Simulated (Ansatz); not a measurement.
CuI, NiAs type, relaxed with r2SCAN: 5 runs in the PAW code Ansatz, each a calculation of independent-particle optics. The symmetry is P6_3/mmc (No. 194, hexagonal); a = 4.147 Å, c = 6.336 Å in the conventional setting, 23.60 Å³ an atom. Cu is surrounded by 6 I at 2.87 Å; I is surrounded by 6 Cu at 2.87 Å. (Calculated; spin-unpolarised; the phase may be known or hypothetical.)

```
CELL_PARAMETERS angstrom
4.14734 0.00000 0.00000
-2.07367 3.59170 0.00000
0.00000 0.00000 6.33636
ATOMIC_POSITIONS crystal
Cu 0.00000 0.00000 0.00000
Cu 0.00000 0.00000 0.50000
I 0.33333 0.66667 0.25000
I 0.66667 0.33333 0.75000
```

On meshes this coarse, single peaks can be features of the mesh. No local fields, no excitons; the zone sum runs over the cells of the mesh, and ε∞ includes the bands left out of the spectrum. Up to four peaks are listed, those above 15 % of the tallest and inside the complete range; the four can differ from row to row. Rows marked drawn have settings drawn at random (some not listed).

| functional | k mesh | broadening (eV) | scissors (eV) | range (eV) | settings | direct gap on the mesh before scissors (eV) | ε∞ xx | ε∞ yy | ε∞ zz | complete up to (eV) | tallest peaks of mean ε₂ (eV) |
| --- | --- | --- | --- | --- | --- | --- | --- | --- | --- | --- | --- |
| PBE | 6×6×4 | 0.1 | 0.00 | 0–12 | chosen | 0.68 | 11.42 | 11.42 | 12.02 | 12.0 | 1.90 3.40 5.35 6.05 |
| r2SCAN | 6×6×4 | 0.1 | 0.00 | 0–12 | chosen | 1.31 | 8.99 | 8.99 | 9.24 | 12.0 | 3.85 4.95 5.80 6.60 |
| PBE | 6×6×4 | 0.1 | 1.60 (to HSE06) | 0–12 | chosen | 0.68 | 8.23 | 8.23 | 8.52 | 12.0 | 3.50 5.00 6.95 7.65 |
| PBE | 6×6×2 | 0.4 | 0.00 | 0.5–15 | drawn | 0.68 | 12.19 | 12.19 | 12.94 | 15.0 | 3.10 5.35 |
| LDA | 6×6×4 | 0.15 | 2.50 | 2–10 | drawn | 0.53 | 7.56 | 7.56 | 7.82 | 10.0 | 4.40 5.70 7.80 |

The fundamental gap is indirect (0.48 eV with PBE on 6×6×4); the table holds the direct one.

Spin-orbit coupling is left out, which matters wherever the heavy atoms make up the band edges.
